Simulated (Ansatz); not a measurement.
TiSe2, one cell by several methods

```
Ti Se
1.0
     3.64208    0.00000    0.00000
    -1.82104    3.15414    0.00000
     0.00000    0.00000    6.00400
Ti Se
1 2
Direct
  0.00000 0.00000 0.00000
  0.33333 0.66667 0.25520
  0.66667 0.33333 0.74480
```

Atoms are numbered in the order listed.

The geometry is COD entry 1548816, unchecked; take it as a test cell. The listed cell was then made from it by scaling, straining or moving an atom.

Levels of theory: DFT, PBEsol, PAW with Ansatz's default frozen-core files, scalar-relativistic (Ansatz 0.2.0); DFT, PBEsol, all-electron LAPW, scalar-relativistic (Ansatz 0.2.0).

For PAW: a Γ-centred 12×12×6 k mesh, Fermi–Dirac smearing of 0.03 eV, cutoff 420 eV, no spin polarisation; the PAW files were made with PBE, and the program remakes their frozen cores for this functional. LAPW targets a basis error of 1 meV/atom. The Ansatz runs share mesh, smearing and spin set-up. Plane-wave (PAW) pressures include the program's estimate of the Pulay term.

Stress and pressure are positive in compression.

The change that made this cell: equal xx and yy strain of +3 %.

PAW results:

```
              quantity     PAW
        pressure (GPa)   -6.33
       stress xx (GPa)   -7.37
       stress zz (GPa)   -4.26
force on Se2, z (eV/Å)  -0.499
```

Question: What does LAPW (all electrons) give for the same quantities?

Answer: 
```json
{"quantity": "pressure (GPa)", "LAPW": "-6.34"}
{"quantity": "stress xx (GPa)", "LAPW": "-7.38"}
{"quantity": "stress zz (GPa)", "LAPW": "-4.26"}
{"quantity": "force on Se2, z (eV/Å)", "LAPW": "-0.500"}
```
